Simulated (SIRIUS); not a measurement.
The system is AlRu.

```
Ru Al
1.0
     2.99160    0.00000    0.00000
     0.00000    2.99160    0.00000
     0.00000    0.00000    2.99160
Ru Al
1 1
Direct
  0.50000 0.50000 0.50000
  0.00000 0.00000 0.00000
```

| Quantity | Value |
| --- | --- |
| Program | SIRIUS 7.10.0 |
| Task | single point |
| Functional | PBEsol |
| Potentials or basis | PseudoDojo 0.4.1 PBEsol standard (scalar relativistic) |
| Cutoff | 1152 eV |
| Density cutoff | 4606 eV |
| k mesh | 9 × 9 × 9 |
| Occupations | fermi-dirac, width 0.05 eV |
| Spin | no spin polarisation |

On this cell: pressure -3.2 GPa; largest force zero by symmetry; band gap on the k mesh none (metal or under the smearing width).

The same run follows on a disturbed copy (atoms moved at random, drawn with an rms of 0.05 Å):

```
Ru Al
1.0
     2.99160    0.00000    0.00000
     0.00000    2.99160    0.00000
     0.00000    0.00000    2.99160
Ru Al
1 1
Direct
  0.49700 0.51102 0.48780
  0.99568 0.99117 0.01002
```

Problem. What changes?

Solution. The energy (extrapolated to zero smearing) moves by +15.5 meV/atom; pressure -2.6 GPa; largest force 0.700 eV/Å; band gap on the k mesh none (metal or under the smearing width).

Forces on the atoms (eV/Å):
```
Ru  -0.032 -0.466  0.521
Al   0.032  0.466 -0.521
```

Stress tensor (GPa, compression positive):
```
-2.40  0.04 -0.04
 0.04 -2.70 -0.62
-0.04 -0.62 -2.77
```
